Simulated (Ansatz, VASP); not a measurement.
**One calculation of Cs3I2, two programs**

```
Cs I
1.0
     4.50332    0.00000    0.00000
     0.00000    4.50332    0.00000
     0.00000    0.00000   24.00665
Cs I
3 2
Direct
  0.00000 0.00000 0.30917
  0.00000 0.00000 0.50000
  0.00000 0.00000 0.69083
  0.50000 0.50000 0.40488
  0.50000 0.50000 0.59512
```

Alike in both runs: functional PBEsol; k mesh 6 × 6 × 1; occupations gaussian, width 0.05 eV; no spin polarisation.

Ansatz relaxed the structure, and its values are those at the end. VASP's run is a single point on that final structure, the one shown.

|  | VASP | Ansatz |
| --- | --- | --- |
| version | VASP 6.6.1 | Ansatz 0.2.0 |
| potentials or method | VASP PAW PBE potentials, release 64 (Cs_sv, I) | scalar-relativistic, plane waves, PAW |
| plane-wave cutoff (eV) | 520 | 420 |
| valence electrons in the cell | 41 | 61 |

Ansatz gave:

- gap on the k mesh at the Fermi level (eV): none
- work function, face that differs most (eV): 2.53

Q: Which values does VASP return?

A: gap on the k mesh at the Fermi level (eV): none; work function, face that differs most (eV): 2.47.

A gap of «none» marks a metal or a gap that the smearing closes. The two sets of potentials don't hold the same shells in valence. Ansatz warned: «vacuum_density_over_bound».

Caveats: an odd number of electrons without spin polarisation forces a metal; a magnetic or distorted state may lie lower. The runs have no spin-orbit coupling, so splittings on Cs, I are missing.
